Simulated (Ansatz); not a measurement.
**Defect calculation, host TaC**

All numbers below come from Ansatz 0.2.0, DFT PBE, scalar-relativistic, plane waves, PAW. Run with 420 eV cutoff, 5×5×5 k-mesh, Gaussian smearing of 0.10 eV, no spin polarisation.

Host crystal, relaxed:

```cif
data_structure
_symmetry_space_group_name_H-M 'P 1'
_symmetry_Int_Tables_number 1
_cell_length_a 3.1646
_cell_length_b 3.1646
_cell_length_c 3.1646
_cell_angle_alpha 60.000
_cell_angle_beta 60.000
_cell_angle_gamma 60.000
_cell_volume 22.41
loop_
_atom_site_label
_atom_site_type_symbol
_atom_site_fract_x
_atom_site_fract_y
_atom_site_fract_z
_atom_site_occupancy
Ta1 Ta 0.00000 0.00000 0.00000 1
C1 C 0.50000 0.50000 0.50000 1
```

Supercell of 16 atoms, rows in host cell vectors: 0 -2 2; 0 0 2; -2 0 2. Atoms relax at the host's cell, keeping the symmetry that the supercell leaves at the site. The cell is small, so energies carry finite-size errors of tenths of an eV. The host is a metal. Atoms are taken from and returned to the elements' standard states.

Spin-orbit coupling is left out, which matters for the bands and energies of heavy elements.

The defect is a foreign atom on a C site at (0.500, 0.500, 0.500) of the host cell.

| charge | E_f at the valence band top (eV) | moment (μB) | largest move (Å) | atoms near the site |
| --- | --- | --- | --- | --- |
| 0 | 12.89 | 0.00 | 0.19 | 6 Ta at 2.43 Å |

Question: Which element is it? Judge by the nearest distance in charge 0 and covalent radii.
A. Rb
B. K
C. Ba
D. Cs
E. Ta

Answer: E. The nearest neighbour is Ta at 2.43 Å, and the summed covalent radii with Ta are 3.85 Å for Ba, 4.14 Å for Cs, 3.73 Å for K, 3.90 Å for Rb, 3.40 Å for Ta, so Ta fits best. Bonds can miss such sums by a tenth of an ångström or more.

Cost: 2 runs of about 0.82 core-minutes in all, on Intel Xeon Platinum 8175M (Skylake/Cascade Lake) (shared hosts).